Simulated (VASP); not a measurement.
Consider the following.

```
AlLaO3
1.0
    3.78341     0.00000     0.00000
    0.00000     3.78341     0.00000
    0.00000     0.00000     3.78341
La Al O
1 1 3
Cartesian
  0.00000   0.00000   0.00000
  1.89171   1.89171   1.89171
  1.89171   0.00000   1.89171
  0.00000   1.89171   1.89171
  1.89171   1.89171   0.00000
```

Computed with r2SCAN meta-GGA with spin-orbit coupling, VASP's PBE PAW potentials (set 64) (plane waves; VASP 6.6.1). Run with 520 eV cut-off, 5×5×5 Γ-centred mesh, Gaussian smearing of 0.050 eV, potentials La Al O.

Q: Predict the energy per atom (σ→0), band gap (over mesh and band path) with the smallest direct gap where there is one.

A: 
The band gap (over mesh and band path) is 4.00 eV. The smallest direct gap (over mesh and band path) is 4.08 eV and the energy per atom (σ→0) comes out as -14.591 eV/atom.

The absolute energy has meaning only against runs of the same code, potentials and settings.

The compound is LaAlO3 in the cubic perovskite structure, the ideal cubic form; the compound distorts at low or room temperature. It was relaxed first.
